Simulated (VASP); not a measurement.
# BaTe (Pm-3m) in VASP: reference runs

How does BaTe come out in PBE? The cell is run as given and disturbed, then over a range of volumes.

Everything below comes from runs of VASP 6.6.1. Logs are shortened: lines on timing, memory, paths and dates and some standing lists are left out, and cuts for length are marked.

**1. Starting point**

It takes space group Pm-3m (No. 221, cubic). Conventional cell: a = 4.262 Å, b = 4.262 Å, c = 4.262 Å, α = 90.00°, β = 90.00°, γ = 90.00°. Ba (site symmetry m-3m) is surrounded by 8 Te at 3.69 Å. Around Te (site symmetry m-3m) lie 8 Ba at 3.69 Å.

The cell comes from a database or a generator and needn't be the stable form of this composition.

**2. Single point, PBE**

Input file INCAR:

```
  ALGO = Normal
  EDIFF = 1E-7
  ENCUT = 520
  GGA = PE
  ISIF = 2
  ISMEAR = -1
  LASPH = T
  LCHARG = F
  LREAL = F
  LWAVE = F
  NBANDS = 15
  NELM = 100
  PREC = Accurate
  SIGMA = 0.05
```

Input file KPOINTS:

```
k-points
0
Gamma
  6 6 6
```

Input file POSCAR:

```
BaTe
1.0
    4.2624660000      0.0000000000      0.0000000000
    0.0000000000      4.2624660000      0.0000000000
    0.0000000000      0.0000000000      4.2624660000
Ba Te
1 1
Direct
    0.0000000000      0.0000000000      0.0000000000
    0.5000000000      0.5000000000      0.5000000000
```

Potentials or basis: VASP PAW PBE potentials, release 64 (Ba_sv, Te).

Launch:

```
$ cat potpaw_PBE.64/Ba_sv/POTCAR potpaw_PBE.64/Te/POTCAR > POTCAR
$ mpirun -np 1 vasp_std > vasp.out
```

OUTCAR:

```text
EDIFF = 1E-7
   ENCUT = 520
   GGA = PE
   ISIF = 2
   ISMEAR = -1
   LASPH = T
   LREAL = F
   NELM = 100
   PREC = Accurate

 ion  position               nearest neighbor table
   1  0.000  0.000  0.000-   2 3.69   2 3.69   2 3.69   2 3.69   2 3.69   2 3.69   2 3.69   2 3.69

   2  0.500  0.500  0.500-   1 3.69   1 3.69   1 3.69   1 3.69   1 3.69   1 3.69   1 3.69   1 3.69

  LATTYP: Found a simple cubic cell.
 ALAT       =     4.2624660000

  Lattice vectors:

 A1 = (   4.2624660000,   0.0000000000,   0.0000000000)
 A2 = (   0.0000000000,   4.2624660000,   0.0000000000)
 A3 = (   0.0000000000,   0.0000000000,   4.2624660000)

Analysis of symmetry for initial positions (statically):
=====================================================================
 Subroutine PRICEL returns:
 Original cell was already a primitive cell.

 Routine SETGRP: Setting up the symmetry group for a
 simple cubic supercell.

 Subroutine GETGRP returns: Found 48 space group operations
 (whereof 48 operations were pure point group operations)
 out of a pool of 48 trial point group operations.

The static configuration has the point symmetry O_h .

Analysis of symmetry for dynamics (positions and initial velocities):
=====================================================================
 Subroutine PRICEL returns:
 Original cell was already a primitive cell.

 Routine SETGRP: Setting up the symmetry group for a
 simple cubic supercell.

 Subroutine GETGRP returns: Found 48 space group operations
 (whereof 48 operations were pure point group operations)
 out of a pool of 48 trial point group operations.

The dynamic configuration has the point symmetry O_h .

 Subroutine INISYM returns: Found 48 space group operations
 (whereof 48 operations are pure point group operations),
 and found     1 'primitive' translations

----------------------------------------------------------------------------------------

                                     Primitive cell

  volume of cell :      77.4431

  direct lattice vectors                    reciprocal lattice vectors
     4.262466000  0.000000000  0.000000000     0.234605977  0.000000000  0.000000000
     0.000000000  4.262466000  0.000000000     0.000000000  0.234605977  0.000000000
     0.000000000  0.000000000  4.262466000     0.000000000  0.000000000  0.234605977

  length of vectors
     4.262466000  4.262466000  4.262466000     0.234605977  0.234605977  0.234605977

  position of ions in fractional coordinates (direct lattice)
     0.000000000  0.000000000  0.000000000
     0.500000000  0.500000000  0.500000000

  ion indices of the primitive-cell ions
   primitive index   ion index
                 1           1
                 2           2

----------------------------------------------------------------------------------------

 KPOINTS: k-points

Automatic generation of k-mesh.
 Grid dimensions read from file:
 generate k-points for:    6    6    6

 Generating k-lattice:

  Cartesian coordinates                     Fractional coordinates (reciprocal lattice)
     0.039100996  0.000000000  0.000000000     0.166666667  0.000000000  0.000000000
     0.000000000  0.039100996  0.000000000     0.000000000  0.166666667  0.000000000
     0.000000000  0.000000000  0.039100996     0.000000000  0.000000000  0.166666667

  Length of vectors
     0.039100996  0.039100996  0.039100996

  Shift w.r.t. Gamma in fractional coordinates (k-lattice)
     0.000000000  0.000000000  0.000000000

 Subroutine IBZKPT returns following result:
 ===========================================

 Found     20 irreducible k-points:

 Following reciprocal coordinates:
            Coordinates               Weight
  0.000000  0.000000  0.000000      1.000000
  0.166667  0.000000  0.000000      6.000000
  0.333333  0.000000  0.000000      6.000000
  0.500000  0.000000  0.000000      3.000000
  0.166667  0.166667  0.000000     12.000000
  0.333333  0.166667  0.000000     24.000000
[... 12 lines left out ...]
  0.500000  0.500000  0.333333      6.000000
  0.500000  0.500000  0.500000      1.000000
   k-points           NKPTS =     20   k-points in BZ     NKDIM =     20   number of bands    NBANDS=     15
   number of dos      NEDOS =    301   number of ions     NIONS =      2
   total plane-waves  NPLWV =  32768
   dimension x,y,z NGX =    32 NGY =   32 NGZ =   32
   dimension x,y,z NGXF=    64 NGYF=   64 NGZF=   64
   ions per type =               1   1
   NGX,Y,Z   is equivalent  to a cutoff of  12.48, 12.48, 12.48 a.u.
   NGXF,Y,Z  is equivalent  to a cutoff of  24.96, 24.96, 24.96 a.u.
 SYSTEM =  unknown system
   PREC   = accura    normal or accurate (medium, high low for compatibility)
   ISTART =      0    job   : 0-new  1-cont  2-samecut
   ICHARG =      2    charge: 1-file 2-atom 10-const
   ISPIN  =      1    spin polarized calculation?
   LNONCOLLINEAR =      F non collinear calculations
   LSORBIT =      F    spin-orbit coupling
   LASPH  =      T    aspherical Exc in radial PAW
   ENCUT  =  520.0 eV  38.22 Ry    6.18 a.u.   7.93  7.93  7.93*2*pi/ulx,y,z
   NELM   =    100;   NELMIN=  2; NELMDL= -5     # of ELM steps
   EDIFF  = 0.1E-06   stopping-criterion for ELM
   LREAL  =      F    real-space projection
   EDIFFG = 0.1E-05   stopping-criterion for IOM
   NSW    =      0    number of steps for IOM
   IBRION =     -1    ionic relax: 0-MD 1-quasi-New 2-CG
   NFREE  =      0    steps in history (QN), initial steepest desc. (CG)
   ISIF   =      2    stress and relaxation
   ISYM   =      2    0-nonsym 1-usesym 2-fastsym
   POTIM  = 0.5000    time-step for ionic-motion
   TEBEG  =    0.0;   TEEND  =   0.0 temperature during run
   PSTRESS=    0.0 pullay stress
   NELECT =      16.0000    total number of electrons
   NUPDOWN=      -1.0000    fix difference up-down
   EMIN   =  10.00;   EMAX   =-10.00  energy-range for DOS
   EFERMI =   0.00;   METHOD = LEGACY
   ISMEAR =    -1;   SIGMA  =   0.05  broadening in eV -4-tet -1-fermi 0-gaus
   EFERMI_NEDOS =   21; number of points for ismear=-14 and -15
   IALGO  =     38    algorithm
   IMIX   =      4    mixing-type and parameters
     AMIX     =   0.40;   BMIX     =  1.00
     AMIX_MAG =   1.60;   BMIX_MAG =  1.00
  volume/ion in A,a.u.               =      38.72       261.31
  Fermi-wavevector in a.u.,A,eV,Ry     =   0.967804  1.828884 12.743813  0.936644
  Thomas-Fermi vector in A             =   2.097720
   LORBIT       =      0    0 simple, 1 ext, 2 COOP (PROOUT), +10 PAW based schemes
   GGA     = PE    functional components
   LHFCALC =     F    Hartree Fock is set to
   AEXX    =    0.0000 exact exchange contribution
   IVDW    =     0    specifies the selected vdW correction
   LEPSILON=     F    determine dielectric tensor
   LRPA    =     F    only Hartree local field effects (RPA)
 non-spin polarized calculation
  energy-cutoff  :      520.00
  volume of cell :       77.44
 maximum number of plane-waves:      2176
 NGX is ok and might be reduce to    32
   NGX = 15   NGY = 15   NGZ = 15

 number of electron      16.0000000 magnetization

 Free energy of the ion-electron system (eV)
  ---------------------------------------------------
  ext. energy  EPLUGINS =         0.00000000
  ---------------------------------------------------
  free energy    TOTEN  =        -8.28863492 eV

  energy without entropy =       -8.28862603  energy(sigma->0) =       -8.28863048

 E-fermi :   4.2110     XC(G=0):  -8.7828

 val. band max:        3.8125708460   @ k =   0.5000   0.5000   0.0000
 cond. band min:       4.5961605703   @ k =   0.0000   0.0000   0.0000
 fundamental gap:      0.7835897242
 Fermi energy:         4.2109741971

 k-point     1 :       0.0000    0.0000    0.0000
  band No.  band energies     occupation
      1     -24.3216      2.00000
      2      -9.3549      2.00000
      3      -9.3549      2.00000
      4      -9.3549      2.00000
      5      -6.5562      2.00000
      6       3.4352      2.00000
      7       3.4352      2.00000
      8       3.4352      2.00000
      9       4.5962      0.00090
     10       4.5962      0.00090
     11       6.1732      0.00000
     12       8.3415      0.00000
     13       8.3415      0.00000
     14       8.3415      0.00000
     15      12.2391      0.00000

 k-point     2 :       0.1667    0.0000    0.0000
  band No.  band energies     occupation
      1     -24.3152      2.00000
      2      -9.5081      2.00000
      3      -9.3425      2.00000
      4      -9.3425      2.00000
      5      -6.3691      2.00000
      6       2.2601      2.00000
      7       3.3091      2.00000
      8       3.3091      2.00000
      9       4.7494      0.00004
     10       5.4406      0.00000
     11       7.1921      0.00000
     12       8.4291      0.00000
     13       8.4531      0.00000
     14       8.4531      0.00000
     15      10.8479      0.00000

 k-point     3 :       0.3333    0.0000    0.0000
  band No.  band energies     occupation
      1     -24.3022      2.00000
      2      -9.7777      2.00000
      3      -9.3175      2.00000
      4      -9.3175      2.00000
      5      -6.0036      2.00000
      6       0.9504      2.00000
      7       3.0631      2.00000
      8       3.0631      2.00000
      9       5.1316      0.00000
     10       7.0459      0.00000
     11       8.5911      0.00000
     12       8.6239      0.00000
     13       8.8725      0.00000
     14       8.8725      0.00000
     15       9.3117      0.00000
[... 271 lines left out ...]
 k-point    19 :       0.5000    0.5000    0.3333
  band No.  band energies     occupation
      1     -24.2537      2.00000
      2      -9.6423      2.00000
      3      -9.6423      2.00000
      4      -9.5371      2.00000
      5      -5.7288      2.00000
      6       1.1068      2.00000
      7       1.1068      2.00000
      8       1.4148      2.00000
      9       7.0000      0.00000
     10       7.8962      0.00000
     11       7.8962      0.00000
     12       9.4065      0.00000
     13      10.0940      0.00000
     14      10.6745      0.00000
     15      10.8184      0.00000

 k-point    20 :       0.5000    0.5000    0.5000
  band No.  band energies     occupation
      1     -24.2479      2.00000
      2      -9.6220      2.00000
      3      -9.6220      2.00000
      4      -9.6220      2.00000
      5      -5.6256      2.00000
      6       0.9180      2.00000
      7       0.9180      2.00000
      8       0.9180      2.00000
      9       8.5476      0.00000
     10       8.5476      0.00000
     11       8.5476      0.00000
     12      10.0666      0.00000
     13      10.0666      0.00000
     14      10.0666      0.00000
     15      10.1344      0.00000

------------------------ aborting loop because EDIFF is reached ----------------------------------------

  FORCE on cell =-STRESS in cart. coord.  units (eV):
  Direction    XX          YY          ZZ          XY          YZ          ZX
  --------------------------------------------------------------------------------------
  -------------------------------------------------------------------------------------
  Total        0.0270124      0.0270124      0.0270124     -0.0000000     -0.0000000      0.0000000
  in kB        0.5588454      0.5588454      0.5588454     -0.0000000     -0.0000000      0.0000000
  external PRESSURE =       0.5588454 kB  Pullay stress =       0.0000000 kB

 VOLUME and BASIS-vectors are now :
 -----------------------------------------------------------------------------
  energy-cutoff  :      520.00
  volume of cell :       77.44
      direct lattice vectors                 reciprocal lattice vectors
     4.262466000  0.000000000  0.000000000     0.234605977  0.000000000  0.000000000
     0.000000000  4.262466000  0.000000000     0.000000000  0.234605977  0.000000000
     0.000000000  0.000000000  4.262466000     0.000000000  0.000000000  0.234605977

 POSITION                                       TOTAL-FORCE (eV/Angst)
 -----------------------------------------------------------------------------------
      0.00000      0.00000      0.00000         0.000000      0.000000      0.000000
      2.13123      2.13123      2.13123         0.000000      0.000000      0.000000
 -----------------------------------------------------------------------------------
    total drift:                                0.000000      0.000000     -0.000000

  FREE ENERGIE OF THE ION-ELECTRON SYSTEM (eV)
  ---------------------------------------------------
  free  energy   TOTEN  =        -8.2886349196 eV

  energy  without entropy=       -8.2886260314  energy(sigma->0) =       -8.28863048
```

It took 13 s on 1 thread of Intel Xeon Platinum 8488C (Sapphire Rapids), shared host; peak memory 0.18 GiB.

Results:

```yaml
Free_energy: -8.2886 eV
Pressure: 0.1 GPa
Band_gap_on_the_k_mesh: 0.78 eV, indirect (least direct gap 0.98 eV)
```

Levels at points of the mesh, in eV from the valence-band top:
```tsv
k point	band 6	band 7	band 8	band 9	band 10	band 11
(0.00, 0.00, 0.00)	-0.38	-0.38	-0.38	0.78	0.78	2.36
(0.50, 0.00, 0.00)	-3.38	-0.87	-0.87	1.58	4.84	4.91
(0.50, 0.50, 0.00)	-2.04	-2.04	0.00	0.98	2.51	2.91
(0.50, 0.50, 0.50)	-2.89	-2.89	-2.89	4.73	4.73	4.73
```

Caveat: spin-orbit coupling is left out, which moves the levels of the heavy elements. PBE gaps usually lie below the measured ones, often by a third to a half.

(Part 1 of 2 ends here.)
